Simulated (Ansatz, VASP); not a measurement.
# In3Ga13O24 (Ga1.6In0.4O3, monoclinic beta-Ga2O3 type) in two plane-wave programs, part 3 of 3

Aim: how closely do two programs agree when they are given the same cell, functional and k mesh? The cell is invented: As first built, before any earlier steps moved the atoms (in the runner's words): 1x2x2 conventional cells of the Ga2O3 type (80 atoms: 48 O, 26 Ga, 6 In); Ga/In share their sites, the best of 600 random draws by like-pair counts in two shells; start lattice of Ga2O3; atoms moved at random by 0.02 A. It may not be a known or stable phase. Of the first pair: The structure shown is the start of the Ansatz relaxation below; VASP solves that cell, so the two are compared at the walk's first step.

VASP 6.6.1 and Ansatz 0.2.0.

So far. Step 3 (VASP: single point, PBE, start cell, pair 1): The run ends at a pressure of 27.15 GPa, with forces up to 7.3 eV/Å.

**6. VASP: single point, PBE, relaxed cell, pair 2**

Level of this step: PBE; plane waves and PAW (O, Ga_d, In_d); invented cell (VASP).

The same cell, functional, mesh and smearing now go to VASP, with its own data sets.

INCAR

```
SYSTEM = In3Ga13O24
PREC = Accurate
ENCUT = 600
EDIFF = 1E-06
NELM = 120
ISMEAR = -1
SIGMA = 0.01
LREAL = Auto
ALGO = Normal
GGA = PE
NBANDS = 408
LORBIT = 11
LWAVE = .FALSE.
LCHARG = .FALSE.
ISIF = 2
ISYM = 0
LASPH = .TRUE.
GGA_COMPAT = .FALSE.
EFERMI = MIDGAP
KPAR = 4
```

POSCAR

```
In3Ga13O24
1.0
   12.6368220000     -0.0033330000      0.0308800000
   -0.0016570000      6.3140300000     -0.0000030000
   -2.8394710000      0.0007510000     11.6335630000
O Ga In
48 26 6
Direct
    0.1721800000      0.0115600000      0.0485600000
    0.3347500000      0.2515100000      0.4493500000
    0.1811700000      0.0126300000      0.2902000000
    0.3257100000      0.2519500000      0.2159500000
    0.4930000000      0.0032800000      0.1252900000
    0.0058500000      0.2522800000      0.3750700000
    0.6559200000      0.2524500000      0.0503200000
    0.8380000000      0.0144300000      0.4500400000
    0.6692700000      0.2385500000      0.2819800000
    0.8228400000      0.0189700000      0.2106200000
    0.0059100000      0.2262000000      0.1290700000
    0.4967100000      0.0186800000      0.3715300000
    0.1708700000      0.0035100000      0.5572000000
    0.3428900000      0.2537600000      0.9455200000
    0.1808900000      0.9987000000      0.7853000000
    0.3283200000      0.2527400000      0.7196000000
    0.4905500000      0.9992000000      0.6258900000
    0.0138000000      0.2505200000      0.8725200000
    0.6588900000      0.2490400000      0.5569300000
    0.8368000000      0.9839400000      0.9485500000
    0.6599900000      0.2471800000      0.7763800000
    0.8251900000      0.9876600000      0.7125600000
    0.0068800000      0.2322900000      0.6369200000
    0.5016500000      0.0001200000      0.8708100000
    0.1622400000      0.4858100000      0.0513500000
    0.3405900000      0.7470900000      0.4459100000
    0.1785500000      0.4868100000      0.2881900000
    0.3394000000      0.7477300000      0.2245500000
    0.4944900000      0.4994300000      0.1269100000
    0.0197400000      0.7502200000      0.3806000000
    0.6584900000      0.7533000000      0.0501300000
    0.8242600000      0.4872900000      0.4381300000
    0.6674500000      0.7548800000      0.2640000000
    0.8154800000      0.4809700000      0.2167000000
    0.9944100000      0.7648900000      0.1422700000
    0.4981900000      0.4764000000      0.3705400000
    0.1621300000      0.4981500000      0.5595600000
    0.3405700000      0.7496000000      0.9468500000
    0.1782300000      0.5027700000      0.7838800000
    0.3272500000      0.7487400000      0.7181400000
    0.4919300000      0.5009100000      0.6272400000
    0.0079700000      0.7490600000      0.8757200000
    0.6613100000      0.7497600000      0.5646000000
    0.8244000000      0.5177900000      0.9374000000
    0.6690400000      0.7604700000      0.7823500000
    0.8167900000      0.5145400000      0.7181500000
    0.0062000000      0.7687500000      0.6315900000
    0.5032500000      0.5052200000      0.8702100000
    0.0957300000      0.0082700000      0.4025200000
    0.4094100000      0.2515700000      0.1032100000
    0.1649400000      0.2448900000      0.1547400000
    0.3421000000      0.0045000000      0.3498600000
    0.5907700000      0.2467200000      0.3993400000
    0.9098900000      0.9994800000      0.1014700000
    0.6530700000      0.0042100000      0.1513100000
    0.8353900000      0.2490800000      0.3395400000
    0.0940600000      0.9990700000      0.8958600000
    0.4093000000      0.2503300000      0.6035900000
    0.1657600000      0.2472700000      0.6602700000
    0.3429400000      0.0012300000      0.8476500000
    0.5815700000      0.2521000000      0.8947700000
    0.9145400000      0.0013000000      0.6037100000
    0.6514500000      0.9991300000      0.6577900000
    0.0970100000      0.4940800000      0.4025100000
    0.4131800000      0.7509900000      0.1028700000
    0.3422300000      0.4931500000      0.3460300000
    0.6530200000      0.5028600000      0.1495700000
    0.0947800000      0.5006900000      0.8959400000
    0.4082800000      0.7495400000      0.6028200000
    0.1650100000      0.7544400000      0.6579300000
    0.3429800000      0.5023500000      0.8443600000
    0.5875400000      0.7536500000      0.8954500000
    0.6517700000      0.5001900000      0.6581500000
    0.8380500000      0.7522000000      0.8387700000
    0.8397100000      0.2472200000      0.8388200000
    0.1642300000      0.7521400000      0.1603300000
    0.5860400000      0.7480300000      0.3943000000
    0.9118500000      0.4912500000      0.1002400000
    0.8450900000      0.7539100000      0.3361800000
    0.9145300000      0.4995500000      0.6020000000
```

KPOINTS

```
Points of the shifted mesh
12
Reciprocal
 0.2500000000  0.0000000000  0.2500000000 1
 0.2500000000  0.0000000000  0.7500000000 1
 0.2500000000  0.3333333333  0.2500000000 1
 0.2500000000  0.3333333333  0.7500000000 1
 0.2500000000  0.6666666667  0.2500000000 1
 0.2500000000  0.6666666667  0.7500000000 1
 0.7500000000  0.0000000000  0.2500000000 1
 0.7500000000  0.0000000000  0.7500000000 1
 0.7500000000  0.3333333333  0.2500000000 1
 0.7500000000  0.3333333333  0.7500000000 1
 0.7500000000  0.6666666667  0.2500000000 1
 0.7500000000  0.6666666667  0.7500000000 1
```

Potentials, in the order of the species: O, Ga_d and In_d (PBE family, release 64).

On the command line:

```console
$ mpirun -np 8 vasp_std
```

Numbers of over 12 decimals in the logs are rounded to 6 here.

What it wrote:

```text
[banner, memory and clock lines left out]
running    8 mpi-ranks, on    1 nodes
[...]
[... a notice as in an earlier step ...]

 LDA part: xc-table for (Slater+PW92), standard interpolation
 POSCAR, INCAR and KPOINTS ok, starting setup
[...]
entering main loop
       N       E                     dE             d eps       ncg     rms          rms(c)
DAV:   1     0.168452246424E+05    0.16845E+05   -0.26760E+05  9816   0.328E+03
DAV:   2     0.408045736351E+04   -0.12765E+05   -0.12081E+05  9792   0.101E+03
DAV:   3     0.153290906729E+03   -0.39272E+04   -0.36978E+04 11944   0.388E+02
DAV:   4    -0.479764175981E+03   -0.63306E+03   -0.61524E+03 11576   0.158E+02
[...]
DAV:  21    -0.468440827744E+03    0.28416E-05   -0.15655E-06  6744   0.286E-02    0.569E-03
DAV:  22    -0.468440826613E+03    0.11309E-05   -0.65452E-06 10840   0.266E-02    0.332E-03
DAV:  23    -0.468440827282E+03   -0.66827E-06   -0.68677E-06  7904   0.936E-03
   1 F= -.46844083E+03 E0= -.46844083E+03  d E =0.000000E+00
```

Parts of OUTCAR (step 6):

```text
  FREE ENERGIE OF THE ION-ELECTRON SYSTEM (eV)
  ---------------------------------------------------
  free  energy   TOTEN  =      -468.4408272817 eV

  energy  without entropy=     -468.4408272817  energy(sigma->0) =     -468.44082728

[... 1 part as in an earlier step ...]
```

The run ends at a pressure of 0.37 GPa, with forces up to 0.030 eV/Å.

**7. Differences**

What differs besides the data sets and the points named for the pairs above, as far as they apply: the cutoff is 420 eV in Ansatz and 600 eV in VASP (PREC = Accurate, projectors in real space). Total energies have different zeros and are not compared.

Both answers:

```
              quantity  Ansatz   VASP  difference
        pressure (GPa)    0.00   0.37       -0.37
gap on the k mesh (eV)   2.044  2.029      +0.015
```

At this near-relaxed geometry the largest component of a force difference is 27 meV/Å. A gap on the mesh is an upper bound, since the band edges may lie between its points.

**8. Results**

| Property | Result |
| --- | --- |
| r.m.s. force difference (single point, PBE, start cell, pair 1) | 0.90 % of the r.m.s. force |
| difference in gap on the k mesh (single point, PBE, relaxed cell, pair 2) | 0.015 eV |
| r.m.s. force difference (single point, PBE, relaxed cell, pair 2) | 9.7 meV/Å |

What this shows: The r.m.s. force difference is 9.7 meV/Å (single point, PBE, relaxed cell, pair 2), within the 12 meV/Å picked in this series as the mark of a large difference. Such differences can come from data sets, numerical settings and the points named under the comparisons, not from the functional's error against experiment.

[Lines on the potential files, build, host, timing and source positions are cut from VASP's logs without a mark.]

[Logs are printed without paths, hosts, clocks, repeated set-up lines and the standing remarks that a program may print on its own settings, such as how far it seeks lower states.]

[Hosts, paths, dates, database ids (printed as entryN), source tags and the programs' standing remarks are cut or masked in the printed files.]
